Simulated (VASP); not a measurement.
# Ba (Pm-3m) in VASP: notebook

Runs on Ba. Level: PBE. Tasks: single point.

Everything below comes from runs of VASP 6.6.1. Logs are shortened: lines on timing, memory, paths and dates and some standing lists are left out, and cuts for length are marked.

### 1 The structure

Symmetry: Pm-3m, No. 221, cubic system. Conventional cell: a = 3.918 Å, b = 3.918 Å, c = 3.918 Å, α = 90.00°, β = 90.00°, γ = 90.00°. Ba (site symmetry m-3m) is surrounded by 6 Ba at 3.92 Å.

This isn't the form of Ba at room conditions, which is bcc.

### 2 Single point, PBE

File INCAR:

```
PREC = Accurate
ENCUT = 450
EDIFF = 1E-6
ISMEAR = 1
SIGMA = 0.2
LREAL = F
LASPH = T
NELM = 100
ALGO = Normal
ISIF = 2
LWAVE = F
LCHARG = F
GGA = PE
ADDGRID = F
```

File KPOINTS:

```
regular mesh
0
Gamma
  12 12 12
```

File POSCAR:

```
Ba
1.0
    3.9177175405      0.0000000000      0.0000000000
    0.0000000000      3.9177175405      0.0000000000
    0.0000000000      0.0000000000      3.9177175405
Ba
1
Direct
    0.0000000000      0.0000000000      0.0000000000
```

Potentials or basis: VASP PAW PBE potentials, release 64 (Ba_sv).

Command:

```console
> cat potpaw_PBE.64/Ba_sv/POTCAR > POTCAR
> mpirun -np 1 vasp_std > vasp.out
```

OUTCAR:

```text
PREC = Accurate
   ENCUT = 450
   EDIFF = 1E-6
   ISMEAR = 1
   LREAL = F
   LASPH = T
   NELM = 100
   ISIF = 2
   GGA = PE

 Found     84 irreducible k-points:

 Following reciprocal coordinates:
            Coordinates               Weight
  0.000000  0.000000  0.000000      1.000000
  0.083333  0.000000  0.000000      6.000000
  0.166667  0.000000  0.000000      6.000000
  0.250000  0.000000  0.000000      6.000000
  0.333333  0.000000  0.000000      6.000000
  0.416667  0.000000  0.000000      6.000000
   k-points           NKPTS =     84   k-points in BZ     NKDIM =     84   number of bands    NBANDS=      9
   number of dos      NEDOS =    301   number of ions     NIONS =      1
   total plane-waves  NPLWV =  21952
   dimension x,y,z NGX =    28 NGY =   28 NGZ =   28
   dimension x,y,z NGXF=    56 NGYF=   56 NGZF=   56
   ions per type =               1
   NGX,Y,Z   is equivalent  to a cutoff of  11.88, 11.88, 11.88 a.u.
   NGXF,Y,Z  is equivalent  to a cutoff of  23.76, 23.76, 23.76 a.u.
 SYSTEM =  unknown system
   PREC   = accura    normal or accurate (medium, high low for compatibility)
   ISTART =      0    job   : 0-new  1-cont  2-samecut
   ICHARG =      2    charge: 1-file 2-atom 10-const
   ISPIN  =      1    spin polarized calculation?
   LNONCOLLINEAR =      F non collinear calculations
   LSORBIT =      F    spin-orbit coupling
   LASPH  =      T    aspherical Exc in radial PAW
   ENCUT  =  450.0 eV  33.07 Ry    5.75 a.u.   6.78  6.78  6.78*2*pi/ulx,y,z
   NELM   =    100;   NELMIN=  2; NELMDL= -5     # of ELM steps
   EDIFF  = 0.1E-05   stopping-criterion for ELM
   LREAL  =      F    real-space projection
   EDIFFG = 0.1E-04   stopping-criterion for IOM
   NSW    =      0    number of steps for IOM
   IBRION =     -1    ionic relax: 0-MD 1-quasi-New 2-CG
   NFREE  =      0    steps in history (QN), initial steepest desc. (CG)
   ISIF   =      2    stress and relaxation
   ISYM   =      2    0-nonsym 1-usesym 2-fastsym
   POTIM  = 0.5000    time-step for ionic-motion
   TEBEG  =    0.0;   TEEND  =   0.0 temperature during run
   PSTRESS=    0.0 pullay stress
   NELECT =      10.0000    total number of electrons
   NUPDOWN=      -1.0000    fix difference up-down
   EMIN   =  10.00;   EMAX   =-10.00  energy-range for DOS
   EFERMI =   0.00;   METHOD = LEGACY
   ISMEAR =     1;   SIGMA  =   0.20  broadening in eV -4-tet -1-fermi 0-gaus
   EFERMI_NEDOS =   21; number of points for ismear=-14 and -15
   IALGO  =     38    algorithm
   IMIX   =      4    mixing-type and parameters
     AMIX     =   0.40;   BMIX     =  1.00
     AMIX_MAG =   1.60;   BMIX_MAG =  1.00
  volume/ion in A,a.u.               =      60.13       405.78
  Fermi-wavevector in a.u.,A,eV,Ry     =   0.900275  1.701272 11.027448  0.810495
  Thomas-Fermi vector in A             =   2.023212
   LORBIT       =      0    0 simple, 1 ext, 2 COOP (PROOUT), +10 PAW based schemes
   GGA     = PE    functional components
   LHFCALC =     F    Hartree Fock is set to
   AEXX    =    0.0000 exact exchange contribution
   IVDW    =     0    specifies the selected vdW correction
   LEPSILON=     F    determine dielectric tensor
   LRPA    =     F    only Hartree local field effects (RPA)
 non-spin polarized calculation
 Methfessel and Paxton  Order N= 1 SIGMA  =   0.20
  energy-cutoff  :      450.00
  volume of cell :       60.13
 maximum number of plane-waves:      1332
 NGX is ok and might be reduce to    28
   NGX = 13   NGY = 13   NGZ = 13

 number of electron      10.0000000 magnetization

 number of electron       9.9999999 magnetization

 Free energy of the ion-electron system (eV)
  ---------------------------------------------------
  ext. energy  EPLUGINS =         0.00000000
  ---------------------------------------------------
  free energy    TOTEN  =        -1.59535089 eV

  energy without entropy =       -1.60328456  energy(sigma->0) =       -1.59799545

 E-fermi :   1.7257     XC(G=0):  -7.5437

 val. band max:        1.6657439316   @ k =   0.5000   0.5000   0.5000
 cond. band min:       1.7602206538   @ k =   0.0000   0.0000   0.0000
 fundamental gap:      0.0944767222
 Fermi energy:         1.7257383773

 k-point     1 :       0.0000    0.0000    0.0000
  band No.  band energies     occupation
      1     -27.4103      2.00000
      2     -12.2227      2.00000
      3     -12.2227      2.00000
      4     -12.2227      2.00000
      5      -0.8514      2.00000
      6       1.7602      0.71294
      7       1.7602      0.71294
      8       6.7016      0.00000
      9       6.7016      0.00000

 k-point     2 :       0.0833    0.0000    0.0000
  band No.  band energies     occupation
      1     -27.4061      2.00000
      2     -12.2786      2.00000
      3     -12.2180      2.00000
      4     -12.2180      2.00000
      5      -0.7437      2.00000
      6       1.7936      0.46079
      7       1.8730      0.05602
      8       6.4168      0.00000
      9       6.4173      0.00000

 k-point     3 :       0.1667    0.0000    0.0000
  band No.  band energies     occupation
      1     -27.3943      2.00000
      2     -12.4269      2.00000
      3     -12.2050      2.00000
      4     -12.2050      2.00000
      5      -0.4503      2.00000
      6       1.8883      0.01355
      7       2.1835     -0.00564
      8       5.8343      0.00000
      9       5.8343      0.00000

 k-point     4 :       0.2500    0.0000    0.0000
  band No.  band energies     occupation
      1     -27.3781      2.00000
      2     -12.6204      2.00000
      3     -12.1872      2.00000
      4     -12.1872      2.00000
      5      -0.0377      2.00000
      6       2.0270     -0.05472
      7       2.5701     -0.00000
      8       5.2507     -0.00000
      9       5.2507     -0.00000

 k-point     5 :       0.3333    0.0000    0.0000
  band No.  band energies     occupation
      1     -27.3619      2.00000
      2     -12.8045      2.00000
      3     -12.1692      2.00000
      4     -12.1692      2.00000
      5       0.4249      2.00000
      6       2.1789     -0.00618
      7       2.7847     -0.00000
      8       4.7871     -0.00000
      9       4.7871     -0.00000

 k-point     6 :       0.4167    0.0000    0.0000
  band No.  band energies     occupation
      1     -27.3499      2.00000
      2     -12.9340      2.00000
      3     -12.1560      2.00000
      4     -12.1560      2.00000
      5       0.8522      2.00000
      6       2.3004     -0.00037
      7       2.6980     -0.00000
      8       4.4941     -0.00000
      9       4.4941     -0.00000

 [... further k-points ...]
[... 5 lines left out ...]
  --------------------------------------------------------------------------------------
  -------------------------------------------------------------------------------------
  Total        0.1085650      0.1085650      0.1085650     -0.0000000      0.0000000     -0.0000000
  in kB        2.8926842      2.8926842      2.8926842     -0.0000000      0.0000000     -0.0000000
  external PRESSURE =       2.8926842 kB  Pullay stress =       0.0000000 kB

 VOLUME and BASIS-vectors are now :
 -----------------------------------------------------------------------------
  energy-cutoff  :      450.00
  volume of cell :       60.13
      direct lattice vectors                 reciprocal lattice vectors
     3.917717540  0.000000000  0.000000000     0.255250663  0.000000000  0.000000000
     0.000000000  3.917717540  0.000000000     0.000000000  0.255250663  0.000000000
     0.000000000  0.000000000  3.917717540     0.000000000  0.000000000  0.255250663

 POSITION                                       TOTAL-FORCE (eV/Angst)
 -----------------------------------------------------------------------------------
      0.00000      0.00000      0.00000         0.000000      0.000000      0.000000
 -----------------------------------------------------------------------------------
    total drift:                               -0.000000     -0.000000     -0.000000

  FREE ENERGIE OF THE ION-ELECTRON SYSTEM (eV)
  ---------------------------------------------------
  free  energy   TOTEN  =        -1.5953508945 eV

  energy  without entropy=       -1.6032845571  energy(sigma->0) =       -1.59799545
```

It took 21 s on 1 thread of Intel Xeon Platinum 8259CL at 2.50GHz (Skylake/Cascade Lake), shared host; peak memory 0.18 GiB.

These settings aren't checked as converged: the numbers below hold their error.

What came out:

* Free energy: -1.5954 eV
* Pressure: 0.3 GPa
* Band gap on the k mesh: none (metal or under the smearing width)

[end of part 1 of 2]
